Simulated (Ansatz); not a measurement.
# BP: the cost of one run

Computed with Ansatz 0.2.0 (DFT PBE, scalar-relativistic, plane waves, PAW, unless a step's input says otherwise).

1 further run of the same task is left out (set aside as unsound or not needed).

## (1) Starting point

Symmetry: F-43m, No. 216, cubic system. Conventional cell: a = 4.548 Å, b = 4.548 Å, c = 4.548 Å, α = 90.00°, β = 90.00°, γ = 90.00°. Around B (site symmetry -43m) lie 4 P at 1.97 Å. P (site symmetry -43m) is surrounded by 4 B at 1.97 Å.

Coordinates:

```cif
data_structure
_symmetry_space_group_name_H-M 'P 1'
_symmetry_Int_Tables_number 1
_cell_length_a 3.2161
_cell_length_b 3.2161
_cell_length_c 3.2161
_cell_angle_alpha 60.000
_cell_angle_beta 60.000
_cell_angle_gamma 60.000
_cell_volume 23.52
loop_
_atom_site_label
_atom_site_type_symbol
_atom_site_fract_x
_atom_site_fract_y
_atom_site_fract_z
_atom_site_occupancy
B1 B 0.00000 0.00000 0.00000 1
P1 P 0.75000 0.75000 0.75000 1
```

It is the result of an earlier relaxation at this level (volume 11.76 Å³/atom; gap on the mesh: 1.25 eV).

## (2) Band edges and mean potential of the bulk

input.yaml

```yaml
crystal:
  lattice:
    - [0.0, 2.2741518655, 2.2741518655]
    - [2.2741518655, 0.0, 2.2741518655]
    - [2.2741518655, 2.2741518655, 0.0]
  atoms:
    - { symbol: B, position: [0.0, 0.0, 0.0] }
    - { symbol: P, position: [0.75, 0.75, 0.75] }
basis:
  ecutwfc: 420
kpoints:
  mp_grid: { grid: [10, 10, 10] }
  band_path: { path: [VBM, CBM], npoints: 2 }
hamiltonian:
  xc: pbe
scf:
  occupations: { method: gaussian, width: 0.02 }
output:
  forces: true
  stress: true
  eigenvalues: true
```

Run with:

```console
> ansatz run input.yaml --threads 1 --pin off --max-ram 2560MiB --backend cpu --events-out ev --progress --plain --runs-dir out
```

What time and memory should one allow on 1 thread of Intel Xeon Platinum 8259CL at 2.50GHz (Skylake/Cascade Lake), shared host?

About 5.5 s, with a peak of 0.33 GiB.
